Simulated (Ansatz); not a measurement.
An Ansatz input:

```yaml
crystal:
  lattice:
    - [2.0783995336, 1.1999645302, 1.9747385792]
    - [-2.0783995336, 1.1999645302, 1.9747385792]
    - [0.0, -2.3999290604, 1.9747385791]
  atoms:
    - { symbol: Hg, position: [0.0, 1.0, 0.0] }
hamiltonian:
  xc: pbe
  pseudopotentials:
    kind: paw
    azcp:
      Hg: "pseudopotentials/Hg.paw.azcp"
basis:
  ecutwfc: 350
  fft_grid_basis: typed
kpoints:
  mp_grid: { grid: [10, 10, 10], shift: [0, 0, 0] }
magnetization:
  spin_polarized: false
scf:
  occupations: { method: fermi_dirac, width: 0.1 }
  lower_state_search: "off"
output:
  stress: true
```

Terminal output

```
Warning: basis.ecutwfc = 350 eV is below the records' recommended 420 eV, and the density's cutoff is lower with it unless basis.ecutrho_ratio is high enough to keep the records' density cutoff: compare with a run at a higher cutoff
Engine: ansatz 0.2.0, x86_64-unknown-linux-gnu
Pseudopotentials: kind: paw
Pseudopotential: Hg, paw, valence charge 20, recommended cutoff 420 eV (normal) 
Functional definition: PBE
  parameter kappa = 0.804
  parameter beta = 0.06672455060314922
  exchange = pbe_x(kappa = kappa, mu = beta*pi^2/3)
  correlation = pbe_c(beta = beta)
Crystal: 1 atoms, lattice volume = 29.550 Å³
Basis set: ecut = 350 eV, 427 PW (Γ)
Bands: 14, of which v1, the nominal top of the filled ones, is band 10 counted from 1 (9 counted from 0)
Symmetry: 12 space group operations
Space group: R-3m (ITA 166), of the structure as read, at distance tolerance 3.1e-5 Å
k-points: 116 of 1000
Non-local potential: Hg, projectors of the file, l = 0: 3, l = 1: 2, l = 2: 2, l = 3: 1
PAW form: soft (Blöchl's): semilocal exchange-correlation on the pseudo side does not see the compensation charge
PAW one-centre angular grid: Hg, 590 points (default); XC on 64 Gauss nodes
Initial density: superposition of atomic densities (neutral atoms: chi_scale 0, normalization atom), corrected by the library's trained network
Initial wavefunctions: pseudopotential atomic-orbital guess
Functional: x = pbe(κ = 0.804, μ = 0.2195149727645171), c = pbe(β = 0.06672455060314922)
SCF iter   1: F=—  HF=-13813.448667 eV  |F-HF|=—  |Δ(HF+E_count)|=         —  Δρ=7.75e-4  dr2=1.21e-4  ethr=1.77e-3  ⟨swp⟩=5.4  Hψ=8336  notcnv=0
SCF iter   2: F=—  HF=-13813.449200 eV  |F-HF|=—  |Δ(HF+E_count)|=   5.33e-4  Δρ=2.64e-4  dr2=1.90e-5  ethr=6.07e-7  ⟨swp⟩=2.5  Hψ=3694  notcnv=0
SCF iter   3: F=—  HF=-13813.449224 eV  |F-HF|=—  |Δ(HF+E_count)|=   2.37e-5  Δρ=1.47e-4  dr2=4.35e-6  ethr=9.51e-8  ⟨swp⟩=2.0  Hψ=2300  notcnv=0
SCF iter   4: F=—  HF=-13813.449237 eV  |F-HF|=—  |Δ(HF+E_count)|=   1.33e-5  Δρ=2.62e-5  dr2=1.54e-7  ethr=2.18e-8  ⟨swp⟩=2.0  Hψ=2279  notcnv=0
iter 5 did not close the SCF: its close was put off for the readings that it lacked (scf_convergence_deferred on its scf_iter line)
SCF iter   5: F=-13813.449238 eV  HF=-13813.449238 eV  |F-HF|=6.34e-9  |Δ(HF+E_count)|=   4.38e-7  Δρ=2.58e-6  dr2=1.90e-9  ethr=7.69e-10  ⟨swp⟩=2.0  Hψ=2317  notcnv=0
SCF iter   6: F=-13813.449238 eV  HF=-13813.449238 eV  |F-HF|=2.73e-11  |Δ(HF+E_count)|=   7.57e-9  Δρ=1.42e-7  dr2=6.29e-12  ethr=9.49e-12  ⟨swp⟩=1.2  Hψ=4476  notcnv=0
SCF 1 converged in 6 iterations: F = -13813.449238 eV  dr2 = 6.29e-12
SCF converged after 6 iterations
Free energy (F): -13813.449238 eV
Harris-Foulkes:  -13813.449238 eV  (|F-HF|=2.73e-11)
Internal energy: -13813.442159 eV  (E = F + TS)
E sigma→0 (E₀):  -13813.445698 eV
Entropy (-TS):   -0.007079 eV (-7.079 meV/atom)
Fermi energy:    10.992183 eV
--- Per-component energies (eV) ---
  E_band       = -460.100613
  E_kinetic    = 604.358627
  E_local      = -2922.666317  (includes V_loc(G=0)·N_el)
  E_nonlocal   = 72.263983
  E_hartree    = 1245.687313
  E_xc         = -220.397502
  E_vxc        = -262.159873  (∫ρ·V_xc dr)
  E_paw        = -9945.095989  (= ΣΔE_a)
  E_vpaw       = -443.273315  (= ΣTr[D̂ρ^β])
  E_aug_tail   = 0.001738  (compensation charges beyond the density's cutoff)
  E_ewald      = -2647.594013
  E_smearing   = -0.007079  (= −TS)
  E_closure    = 0.000000  (closes the sum)
  Σ components = -13813.449238   (vs F -13813.449238, Δ=0.00e0)
--- Stress (GPa, compression-positive) ---
        0.020368       0.000000      -0.000000
        0.000000       0.020368       0.000000
       -0.000000       0.000000      -0.236598
  P = ⅓ Tr σ = -0.0653 GPa (-0.653 kbar)
```

Command:

```sh
ansatz run input.yaml --threads 1 --pin off --max-ram 3584MiB --backend cpu --events-out ev --progress --plain --runs-dir out
```

On 1 thread of Intel(R) Xeon(R) Platinum 8259CL CPU @ 2.50GHz (Skylake/Cascade Lake) (shared host) this took about 2.2 s of wall time and 2.2 s of CPU time.
